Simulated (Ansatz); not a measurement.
TaN in Ansatz: the effect of functional

TaN:

```
Ta N
1.0
     2.92177    0.00000    0.00000
    -1.46088    2.53033    0.00000
     0.00000    0.00000    5.91652
Ta N
2 2
Direct
  0.00000 0.00000 0.50000
  0.00000 0.00000 0.00000
  0.33333 0.66667 0.25000
  0.66667 0.33333 0.75000
```

The cell comes from a database or a generator and needn't be the stable form of this composition.

Alike in all runs:

| Property | Result |
| --- | --- |
| Program | Ansatz 0.2.0 |
| Task | projected density of states |
| Potentials or basis | Ansatz PAW |
| k mesh | 6 × 6 × 3 |
| Occupations | fermi-dirac, width 0.05 eV |
| Spin | no spin polarisation |

```tsv
functional	cutoff	pressure (GPa)
LDA	420 eV (not typed: the program's choice for these potentials)	-17.4
PBE	420 eV (not typed: the program's choice for these potentials)	-1.5
PBEsol	420 eV (not typed: the program's choice for these potentials)	-10.9
RPBE	420 eV (not typed: the program's choice for these potentials)	3.1
revPBE	420 eV (not typed: the program's choice for these potentials)	1.8
BLYP	420 eV (not typed: the program's choice for these potentials)	9.4
r2SCAN	500 eV (not typed: the program's choice for these potentials)	-6.4
HSE06	420 eV (not typed: the program's choice for these potentials)	-9.9
PBE0	420 eV (not typed: the program's choice for these potentials)	-9.7
r2SCAN0	500 eV (not typed: the program's choice for these potentials)	?
```

Question: What does the run with functional r2SCAN0 give?

Answer: Pressure -12.1 GPa.

Caveats: all runs use coarse meshes; the PAW data sets come from PBE, with cores solved anew for the run's functional, which leaves a small shift of forces and pressure (some runs); the thresholds are loose for stress (some runs).
